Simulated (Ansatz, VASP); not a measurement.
## One calculation of AlN, two programs

```
Al N
1.0
    -0.10442    2.13305    2.13305
     2.13305   -0.10442    2.13305
     2.13305    2.13305   -0.10442
Al N
1 1
Direct
  0.00000 0.00000 0.00000
  0.75000 0.75000 0.75000
```

Alike in both runs: task single point; functional PBEsol; k mesh 10 × 10 × 10; occupations gaussian, width 0.05 eV; no spin polarisation.

|  | VASP | Ansatz |
| --- | --- | --- |
| version | VASP 6.6.1 | Ansatz 0.2.0 |
| potentials or method | VASP PAW PBE potentials, release 64 (Al, N) | scalar-relativistic, plane waves, PAW |
| plane-wave cutoff (eV) | 520 | 420 |
| valence electrons in the cell | 8 | 8 |

```tsv
	VASP	Ansatz	Ansatz less VASP
gap on the k mesh at the Fermi level (eV)	2.91	2.92	+0.013
least direct gap on the mesh (eV)	3.78	3.77	-0.012
pressure (GPa)	2.9	2.8	-0.03
largest component of the traceless stress (GPa)	11.68	11.52	-0.160
rms of the force components (eV/Å)	0.616	0.605	-0.0119
```

Atom by atom the forces differ by 0.012 eV/Å (rms over components).

Caveats: the PAW data sets were made with another functional, which shifts forces and pressure a little (VASP). A k mesh can miss the band edges.
